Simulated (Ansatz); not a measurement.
## CoSi$_{2}$ (AlB2 type) under strong compression

```xyz
3
Lattice="4.1555 0.0000 0.0000 -2.0777 3.5988 0.0000 0.0000 0.0000 2.5164" Properties=species:S:1:pos:R:3 pbc="T T T"
Co    0.0000    0.0000    0.0000
Si    0.0000    2.3992    1.2582
Si    2.0777    1.1996    1.2582
```

The cell comes from a relaxation on PAW files under the same functional, begun from a prototype that needn't be the stable phase.

Its volume is scaled, and at each volume shape and atoms are relaxed on PAW files; all methods then take that cell.

Computed with Ansatz 0.2.0; functional PBE, scalar-relativistic. Settings: a Γ-centred 10×10×8 k mesh, Fermi–Dirac smearing of 0.08 eV, no spin polarisation. Methods: LAPW: all electrons, basis error target 1 meV/atom; PAW: frozen-core files, cutoff 420 eV; crystal datasets: all electrons, by PAW datasets that the program makes for each cell; norm-conserving: pseudopotentials, cutoff 1306 eV.

Energies are extrapolated to zero smearing and count from the unscaled cell; pressure is positive in compression; gaps take the mesh and a band path. No temperature or zero-point motion is included.

Spin polarisation is left out, though a magnetic state may lie lower.

| V/V0 | V (Å³/atom) | P LAPW (GPa) | ΔE LAPW (eV/atom) | P PAW − LAPW (GPa) | ΔE PAW − LAPW (meV/atom) | space group | shortest distance (Å) |
| --- | --- | --- | --- | --- | --- | --- | --- |
| 1.00 | 12.54 | -0.07 | 0.000 | 0.04 | 0.0 | P6/mmm | 2.399 |
| 0.94 | 11.79 | ? | 0.022 | 0.05 | 0.2 | P6/mmm | 2.348 |
| 0.88 | 11.04 | 24.9 | 0.103 | 0.07 | 0.5 | P6/mmm | 2.294 |
| 0.80 | 10.03 | 53.9 | 0.342 | 0.13 | 1.1 | P6/mmm | 2.221 |
| 0.72 | 9.03 | 100.3 | 0.812 | 0.23 | 2.2 | P6/mmm | 2.143 |
| 0.62 | 7.78 | 201.4 | 1.950 | 0.45 | 4.7 | P6/mmm | 2.038 |

Q: Give the missing entry: row "0.94", column "P LAPW (GPa)".

A: 10.35.

Q: Fit the Vinet equation to the LAPW pressures over the whole range, with residuals weighted by 1/(|P| + 0.03·Pmax).

A: V0 = 12.54 Å³/atom, B0 = 145 GPa and B0′ = 4.73, and the fit misses no point by more than 0.28 GPa. A fit over so wide a range pins B0 less well than one near rest.

Q: At the smallest volume, how far do crystal datasets and norm-conserving lie from LAPW in pressure?

A: crystal datasets: -0.01 GPa; norm-conserving: -0.72 GPa, on a LAPW pressure of 201.4 GPa.

Q: How do the Löwdin populations by LAPW change from the unscaled cell to the last row?

A: Co 3s 1.98 → 1.95, Co 4s 0.52 → 0.49, Co 3d 8.01 → 8.16, Si 3s 1.28 → 1.01, Si 3p 2.82 → 2.99 electrons an atom. These are projections on the shells that the free atoms fill; 0.32 e a cell lies outside them at the start and 0.48 e at the end.
